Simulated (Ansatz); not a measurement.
## SnTe: computed DOS

Space group F-43m (No. 216). a = 7.213 Å, b = 7.213 Å, c = 7.213 Å, α = 90.00°, β = 90.00°, γ = 90.00°
```
atom  site  symmetry       x       y       z
  Sn    4a      -43m  0.0000  0.0000  0.0000
  Te    4d      -43m  0.2500  0.2500  0.7500
```

The runs use the primitive cell with vectors (0.000, 3.607, 3.607), (3.607, 0.000, 3.607), (3.607, 3.607, 0.000) Å, to which the k mesh refers.

The structure comes from a relaxation in the same program, started in the zincblende type, and has space group F-43m. Whether it is a known phase or the ground state wasn't checked.

No spin–orbit coupling, which matters for the heavy atoms here.

Method: DFT, PBE, all-electron LAPW, scalar-relativistic (Ansatz 0.2.0).

Settings: a Γ-centred 9×9×9 k mesh, Fermi–Dirac smearing of 0.05 eV, basis error target 1 meV/atom, no spin polarisation.

States per eV and cell, averaged over 0.4 eV, from -7.4 to 3.6 eV, with energies (bin centres) from the valence-band top; empty bins are left out. The partial columns, the largest 3 alone, are projections on Löwdin-orthogonalised atomic shells (those that the program's projection atoms carry: the occupied ones and, for some elements, an empty d or f shell; other empty shells have no column), summed over atoms of an element. Weights on diffuse s and p shells depend on that basis and aren't pure angular character.

```
E (eV)  total  Te 5p  Sn 5p  Sn 5s
  -7.3   2.47   0.53   0.03   1.85
  -6.9   1.47   0.29   0.03   1.04
  -6.5   0.59   0.10   0.01   0.40
  -6.1   0.31   0.04   0.00   0.21
  -5.7   0.14   0.01   0.00   0.10
  -5.3   0.02   0.00   0.00   0.02
  -3.7   0.73   0.44   0.28   0.00
  -3.3   3.14   1.94   1.15   0.02
  -2.9   3.50   2.30   1.15   0.02
  -2.5   2.26   1.62   0.62   0.01
  -2.1   0.41   0.31   0.09   0.00
  -1.7   0.63   0.38   0.14   0.07
  -1.3   1.07   0.65   0.22   0.15
  -0.9   1.48   0.94   0.23   0.24
  -0.5   1.64   1.09   0.18   0.30
  -0.1   0.15   0.11   0.01   0.03
   0.3   0.49   0.02   0.40   0.00
   0.7   0.99   0.10   0.76   0.01
   1.1   1.79   0.28   1.30   0.03
   1.5   2.53   0.53   1.74   0.03
   1.9   1.49   0.40   0.98   0.01
   2.3   2.67   0.81   1.55   0.02
   2.7   2.46   0.74   1.34   0.02
   3.1   2.08   0.63   1.13   0.02
   3.5   0.50   0.16   0.29   0.00
```

(1) Which of the resolved shells contributes most in the top eV of the valence band?

Answers

(1) Te 5p, with 65 % of all states there; Sn 5s follows with 17 %.
